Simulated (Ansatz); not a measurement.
Slab of bcc Cd (100), 3 layers

The slab is cut from the bcc crystal, which needn't be the stable phase, as relaxed on PAW files (23.40 Å³/atom), with 16 Å of vacuum and a dipole correction:

```yaml
crystal:
  lattice:
    - [3.60390, 0.00000, 0.00000]
    - [0.00000, 3.60390, 0.00000]
    - [0.00000, 0.00000, 19.60390]
  atoms:
    - { symbol: Cd, position: [0.00000, 0.00000, 0.40808] }
    - { symbol: Cd, position: [0.50000, 0.50000, 0.50000] }
    - { symbol: Cd, position: [0.00000, 0.00000, 0.59192] }
```

All numbers are PBE results (scalar-relativistic) from Ansatz 0.2.0, with a Γ-centred 10×10×1 k mesh, Fermi–Dirac smearing of 0.05 eV, no spin polarisation. Methods: LAPW: all electrons, basis error target 1 meV/atom; PAW: frozen-core files, cutoff 420 eV.

The bulk energy comes from a cell in the slab's orientation on a 10×10×10 mesh. The surface energy is (E(slab) − N·E(bulk))/2A at zero smearing, the mean of both faces; thin slabs carry quantum-size effects.

The cell is 1×1, so reconstructions are forbidden, and in slabs of four or five layers the relaxations can be far larger than at a real surface.

Problem. As cut, the LAPW slab lies 0.774 eV above 3 atoms of bulk. What surface energy is that?

Solution. Over two faces of 12.99 Å² it is 29.8 meV/Å², and times 16.02 J/m² per eV/Å² that gives γ = 0.477 J/m².

Problem. What do relaxation and the other method give, and what work function comes out?

Solution. 

```json
{"method": "LAPW", "γ as cut (J/m²)": "0.477", "γ relaxed (J/m²)": "0.476", "Φ as cut (eV)": "4.06", "Φ relaxed (eV)": "4.07"}
{"method": "PAW", "γ as cut (J/m²)": "0.477", "γ relaxed (J/m²)": "0.477", "Φ as cut (eV)": "4.06", "Φ relaxed (eV)": "4.07"}
```

Problem. How do the spacings between the planes relax?

Solution. From the bottom face up: d12 +2.5 % of 1.802 Å, d23 +2.5 % of 1.802 Å.

Problem. What changes if relativity is switched off, at the same positions?

Solution. LAPW then gives: no gap, work function 3.85 eV.

Problem. What changes if the vacuum is set to 13 Å?

Solution. LAPW then gives: no gap, work function 4.07 eV; PAW: no gap, work function 4.07 eV. The program warns that the vacuum is too thin.
